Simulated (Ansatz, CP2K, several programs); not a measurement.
Energy against volume for an 8-atom cell of ZnS (R3m) from a materials database, at fixed shape and fractional coordinates, computed by several methods (PBE and r2SCAN, where shown, with plane waves in Ansatz); the cell shown is that of r2SCAN. With free coordinates or axes held, a curve is too stiff, and on another method's shape its minimum isn't the method's own volume. It is trigonal, R3m (No. 160); conventional cell a = 3.808 Å, c = 37.398 Å, 19.57 Å³ an atom. Around Zn lie 4 S at 2.33 Å; around Zn lie 4 S at 2.33–2.34 Å; around S lie 4 Zn at 2.33–2.34 Å; around S lie 4 Zn at 2.33 Å. Calculated for a static, non-magnetic cell. Energies count from each curve's lowest point; fits are third-order Birch-Murnaghan.

```xyz
8
Lattice="1.9038 1.0992 12.4660 -1.9038 1.0992 12.4660 0.0000 -2.1984 12.4660" Properties=species:S:1:pos:R:3 pbc="T T T"
Zn    0.0000    0.0000   21.8165
Zn    0.0000    0.0000   37.3936
Zn    0.0000    0.0000   15.5782
Zn    0.0000    0.0000    6.2342
S     0.0000    0.0000   13.2412
S     0.0000    0.0000    3.8968
S     0.0000    0.0000   19.4832
S     0.0000    0.0000   35.0606
```

PBE/DZVP (CP2K), on the shape of the cell shown:

| V (Å³/atom) | E (meV/atom) |
| --- | --- |
| 17.217 | 138.62 |
| 18.391 | 47.77 |
| 19.565 | 6.13 |
| 20.739 | 0.00 |
| 21.913 | 19.44 |

V₀ = 20.39 Å³ an atom and B₀ = 66 GPa.

Question: PBE, on the shape of its own relaxed cell, gives
```
V (Å³/atom)  E (meV/atom)
     18.968         17.50
     19.573          4.11
     20.179          0.00
     20.784          3.76
     21.389         14.21
```
What equilibrium volume and bulk modulus follow?

Answer: V₀ = 20.18 Å³ an atom and B₀ = 69 GPa.

Question: r2SCAN, on the shape of its own relaxed cell, gives

| V (Å³/atom) | E (meV/atom) |
| --- | --- |
| 18.391 | 19.66 |
| 18.978 | 4.74 |
| 19.565 | 0.00 |
| 20.152 | 3.93 |
| 20.739 | 15.23 |

What equilibrium volume and bulk modulus follow?

Answer: V₀ = 19.58 Å³ an atom and B₀ = 78 GPa.

PBE/SZV (CP2K), on the shape of the cell shown:
```
V (Å³/atom)  E (meV/atom)
     17.217        115.24
     18.391         28.03
     19.565          0.00
     20.739         15.14
     21.913         61.80
```
V₀ = 19.68 Å³ an atom and B₀ = 95 GPa.

light PBE (260 eV, its own mesh), on the shape of the cell shown:
```csv
V (Å³/atom),E (meV/atom)
18.000,76.31
18.783,33.65
19.565,15.42
20.348,0.00
21.130,0.61
21.913,23.74
```
The points scatter about a smooth fit, as a low cutoff and a light mesh can make them, so no fit is quoted.
